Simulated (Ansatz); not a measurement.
The system is HfO2.

```xyz
12
Lattice="5.0803 0.0000 0.0000 0.0000 5.1649 0.0000 0.0000 0.0000 4.8909" Properties=species:S:1:pos:R:3 pbc="T T T"
Hf    1.1308    4.0379    1.3307
Hf    3.6710    3.7094    3.5602
Hf    3.9495    1.1270    1.3307
Hf    1.4093    1.4555    3.5602
O     0.9491    0.8452    0.5113
O     3.4892    1.7372    4.3796
O     4.1312    4.3196    0.5113
O     1.5911    3.4277    4.3796
O     0.0000    2.5824    2.3919
O     2.5402    0.0000    2.4990
O     0.0000    0.0000    2.8153
O     2.5402    2.5824    2.0756
```

The cell comes from a database or a generator and needn't be the stable form of this composition.

Base run:

```yaml
Program: Ansatz 0.2.0
Functional: PBEsol
Potentials_or_basis: Ansatz PAW
Cutoff: "420 eV (not typed: the program's choice for these potentials)"
k_mesh: 5 × 5 × 6
Occupations: fermi-dirac, width 0.05 eV
Spin: spin-orbit coupling, no magnetisation
```

Its results: band gap on the k mesh 3.76 eV, direct; pressure 1.3 GPa; largest force 0.097 eV/Å.

Problem. The run is repeated on the same cell with these changes: functional from PBEsol to r2SCAN; cutoff from 420 eV (not typed: the program's choice for these potentials) to 500 eV (not typed: the program's choice for these potentials); spin from spin-orbit coupling, no magnetisation to no spin polarisation; potential files from those of the base run to others of the same set. What comes out?

Solution. Band gap on the k mesh 4.38 eV, direct; pressure 4.0 GPa; largest force 0.096 eV/Å.

Several settings changed at once, so the effect can't be laid on one alone.

Caveats: the PAW data sets come from PBE, with cores solved anew for the run's functional, which leaves a small shift of forces and pressure; spin-orbit coupling is left out, which moves the levels of the heavy elements (some runs).
